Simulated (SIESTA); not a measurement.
# Zn (P6_3/mmc) in SIESTA: reference runs, part 2 of 2

SIESTA 5.4.2. Earlier steps stand in the parts before.

### Step 7. Single point, PBE, 15.64 Å³/atom

Zn.fdf

```
SystemName                      Zinc
SystemLabel                     Zn
NumberOfSpecies                 1
NumberOfAtoms                   2
%block ChemicalSpeciesLabel
  1  30 Zn
%endblock ChemicalSpeciesLabel

LatticeConstant                 1.0 Ang
%block LatticeVectors
     2.6876826345     0.0000000000     0.0000000000
    -1.3438413173     2.3276014388     0.0000000000
     0.0000000000     0.0000000000     4.9988883757
%endblock LatticeVectors
AtomicCoordinatesFormat         Ang
%block AtomicCoordinatesAndAtomicSpecies
     1.3438413174     0.7758671462     3.7491662818  1
    -0.0000000002     1.5517342926     1.2497220939  1
%endblock AtomicCoordinatesAndAtomicSpecies

%block kgrid.MonkhorstPack
   11   0   0  0.0
    0  11   0  0.0
    0   0   6  0.0
%endblock kgrid.MonkhorstPack
XC.Functional                   GGA
XC.Authors                      PBE
PAO.BasisSize                   DZP
PAO.EnergyShift                 0.003 Ry
Mesh.Cutoff                     800 Ry
OccupationFunction              FD
ElectronicTemperature           0.05 eV
MaxSCFIterations                120
SCF.MustConverge                false
SCF.Mixer.Method                Pulay
SCF.Mixer.Weight                0.25
SCF.Mixer.History               8
SCF.DM.Tolerance                5.0e-05
SCF.H.Tolerance                 1.0e-03 eV
WriteForces                     true
Charge.Mulliken                 end
%block PAO.Basis
  Zn 5
  n=3 0 2
    2.271 0.000
  n=4 0 2
    6.330 0.000
  n=3 1 2
    2.532 0.000
  n=4 1 1
    6.330
  n=3 2 2
    4.164 0.000
%endblock PAO.Basis
```

Started as:

```console
> siesta < Zn.fdf > Zn.out 2>&1
```

It took 19 s on 1 thread of Arm Neoverse V1, shared host; peak memory 0.19 GiB.

It converged, with:

* Free energy: -11375.3007 eV
* Pressure: -4.7 GPa
* Band gap on the k mesh: none (metal or under the smearing width)

Caveat: short orbitals over semicore shells can move pressures by several GPa; the valence orbitals were made in a potential fitted to the semicore shell under them, which widens gaps by tenths of an eV or more; the basis of atomic orbitals isn't converged, which shifts pressures, moduli and gaps.

### Step 8. Single point, PBE, 15.94 Å³/atom

Zn.fdf, as its differences from that of step 7:

```diff
@@ -10,5 +10,5 @@
 %block LatticeVectors
-     2.6876826345     0.0000000000     0.0000000000
-    -1.3438413173     2.3276014388     0.0000000000
-     0.0000000000     0.0000000000     4.9988883757
+     2.7051356082     0.0000000000     0.0000000000
+    -1.3525678041     2.3427161574     0.0000000000
+     0.0000000000     0.0000000000     5.0313495994
 %endblock LatticeVectors
@@ -16,4 +16,4 @@
 %block AtomicCoordinatesAndAtomicSpecies
-     1.3438413174     0.7758671462     3.7491662818  1
-    -0.0000000002     1.5517342926     1.2497220939  1
+     1.3525678042     0.7809053857     3.7735121996  1
+    -0.0000000001     1.5618107717     1.2578373998  1
 %endblock AtomicCoordinatesAndAtomicSpecies
```

Started as:

```console
> siesta Zn.fdf > Zn.out 2>&1
```

It took 18 s on 1 thread of Arm Neoverse V1, shared host; peak memory 0.19 GiB.

It converged, with:

```yaml
Free_energy: -11375.2810 eV
Pressure: -5.8 GPa
Band_gap_on_the_k_mesh: none (metal or under the smearing width)
```

Caveat: short orbitals over semicore shells can move pressures by several GPa; the valence orbitals were made in a potential fitted to the semicore shell under them, which widens gaps by tenths of an eV or more; the basis of atomic orbitals isn't converged, which shifts pressures, moduli and gaps.

### Step 9. Single point, PBE, 16.25 Å³/atom

Zn.fdf, as its differences from that of step 8:

```diff
@@ -10,5 +10,5 @@
 %block LatticeVectors
-     2.7051356082     0.0000000000     0.0000000000
-    -1.3525678041     2.3427161574     0.0000000000
-     0.0000000000     0.0000000000     5.0313495994
+     2.7223662359     0.0000000000     0.0000000000
+    -1.3611831179     2.3576383187     0.0000000000
+     0.0000000000     0.0000000000     5.0633972761
 %endblock LatticeVectors
@@ -16,4 +16,4 @@
 %block AtomicCoordinatesAndAtomicSpecies
-     1.3525678042     0.7809053857     3.7735121996  1
-    -0.0000000001     1.5618107717     1.2578373998  1
+     1.3611831181     0.7858794395     3.7975479571  1
+    -0.0000000001     1.5717588792     1.2658493190  1
 %endblock AtomicCoordinatesAndAtomicSpecies
```

Potentials or basis: PseudoDojo 0.4 standard (PBE files), DZP (energy shift 0.003 Ry; two zetas on semicore shells).

Started as:

```console
> siesta Zn.fdf > Zn.out 2>&1
```

Wall time 22 s (1 thread of Arm Neoverse V1, shared host); peak memory 0.22 GiB.

Results (log left out):

```yaml
Free_energy: -11375.2540 eV
Pressure: -8.0 GPa
Band_gap_on_the_k_mesh: none (metal or under the smearing width)
```

Caveat: short orbitals over semicore shells can move pressures by several GPa; the valence orbitals were made in a potential fitted to the semicore shell under them, which widens gaps by tenths of an eV or more; the basis of atomic orbitals isn't converged, which shifts pressures, moduli and gaps.

### Step 10. Equation of state, PBE

No new run: the results of the series are fitted here.

What came out:

```
Equilibrium volume                        : 14.74 Å³/atom (rough: see the caveat)
Bulk modulus at fixed shape and positions : 109 GPa (rough)
```

Energy against volume, from the lowest point:
```
volume (Å³/atom)  energy (meV/atom)
          14.410               2.59
          14.716               0.00
          15.023               1.19
          15.330               7.24
          15.636              15.74
          15.943              25.60
          16.249              39.08
```

Caveat: the fit is doubtful: noisy points or a state that changes with volume; short orbitals over semicore shells can move pressures by several GPa; the valence orbitals were made in a potential fitted to the semicore shell under them, which widens gaps by tenths of an eV or more; the cell was scaled at fixed shape and fractional positions, which overstates the stiffness of a crystal with free parameters, most of all of layers and chains; the basis of atomic orbitals isn't converged, which shifts pressures, moduli and gaps.

### Step 11. The runs side by side

| task | cell | gap on the mesh (eV) | pressure (GPa) |
| --- | --- | --- | --- |
| single point | as given | none | -4.1 |
| single point | atoms moved at random, drawn with an rms of 0.05 Å | none | -3.7 |
| equation of state | as given | - | - |

Alike in all rows: level PBE; potentials or basis PseudoDojo 0.4 standard (PBE files), DZP (energy shift 0.003 Ry; two zetas on semicore shells); no spin polarisation; k mesh 11 × 11 × 6; smearing fermi-dirac 0.05 eV; grid cutoff 800 Ry; energy shift 0.003 Ry.

Caveats: short orbitals over semicore shells can move pressures by several GPa; the valence orbitals were made in a potential fitted to the semicore shell under them, which widens gaps by tenths of an eV or more; the basis of atomic orbitals isn't converged, which shifts pressures, moduli and gaps; the fit is doubtful: noisy points or a state that changes with volume (some runs); the cell was scaled at fixed shape and fractional positions, which overstates the stiffness of a crystal with free parameters, most of all of layers and chains (some runs).

Total energies depend on the potentials used, so only differences within one code and one set of settings carry meaning.
